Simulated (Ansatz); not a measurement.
## Ca in Ansatz: the effect of functional

The system is Ca.

```
CELL_PARAMETERS angstrom
3.98000 0.00000 0.00000
-1.99000 3.44678 0.00000
0.00000 0.00000 6.52000
ATOMIC_POSITIONS crystal
Ca 0.66667 0.33333 0.75000
Ca 0.33333 0.66667 0.25000
```

This isn't the form of Ca at room conditions, which is fcc.

Alike in all runs:

* Program: Ansatz 0.2.0
* Task: band structure
* Potentials or basis: all-electron LAPW, scalar-relativistic
* Basis error allowed: 0.001 eV/atom
* k mesh: 8 × 8 × 4
* Occupations: fermi-dirac, width 0.05 eV
* Spin: no spin polarisation

```csv
functional,cutoff,pressure (GPa)
LDA,78 eV (chosen from the basis error),?
PBEsol,78 eV (chosen from the basis error),-1.4
RPBE,77 eV (chosen from the basis error),0.0
revPBE,77 eV (chosen from the basis error),-0.2
BLYP,78 eV (chosen from the basis error),-0.6
```

Problem. What does the run with functional LDA give?

Solution. Pressure -2.3 GPa.

Caveats: the cell was measured hot, at 723 K.

Runs at the PBE level aren't shown here.
